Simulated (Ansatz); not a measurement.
Here is an Ansatz 0.2.0 calculation.

input.yaml

```yaml
crystal:
  lattice:
    - [2.4705617809, 0.0, 0.0]
    - [-1.2352808905, 2.1395692639, 0.0]
    - [0.0, 0.0, 8.0882338]
  atoms:
    - { symbol: Co, position: [0.6666666667, 0.3333333333, 0.75], spin: 2.0 }
    - { symbol: Co, position: [0.0, 0.0, 0.5], spin: 2.0 }
    - { symbol: Co, position: [0.3333333333, 0.6666666667, 0.25], spin: 2.0 }
    - { symbol: Co, position: [0.0, 0.0, 0.0], spin: 2.0 }
hamiltonian:
  xc: pbe
  pseudopotentials: { kind: paw }
magnetization:
  spin_polarized: true
kpoints:
  mp_grid: { grid: [12, 12, 4] }
scf:
  occupations: { method: fermi_dirac, width: 0.05 }
output:
  forces: true
  stress: true
relax:
  f_tol: 0.01
  max_steps: 40
  cell: { stress_tol: 0.05 }
```

Potentials or basis: Ansatz PAW.

The run is started by

```console
$ ansatz run input.yaml --threads 2 --pin off --max-ram 5120MiB --backend cpu --events-out ev --progress --plain --runs-dir out
```

Task: What does it give for the site moments?

Result: Co +1.75, +1.73 μB.

Task: Estimate the relaxed cell.

Result: a = 2.498 Å, b = 2.498 Å, c = 8.079 Å, α = 90.00°, β = 90.00°, γ = 120.00°.

The path:
| step | energy change (eV) | largest force (eV/Å) | volume (Å³) |
| --- | --- | --- | --- |
| 1 | 0.0000 | 0.0000 | 42.75 |
| 2 | -0.0124 | 0.0000 | 43.23 |
| 3 | -0.0160 | 0.0000 | 43.64 |
| 4 | -0.0160 | 0.0000 | 43.65 |
| 5 | -0.0172 | 0.0000 | 43.65 |
| 6 | -0.0172 | 0.0000 | 43.66 |
| 7 | -0.0172 | 0.0000 | 43.66 |

Caveat: the plane-wave basis is chosen anew once the cell has moved, so the energies of steps on either side of that aren't comparable.
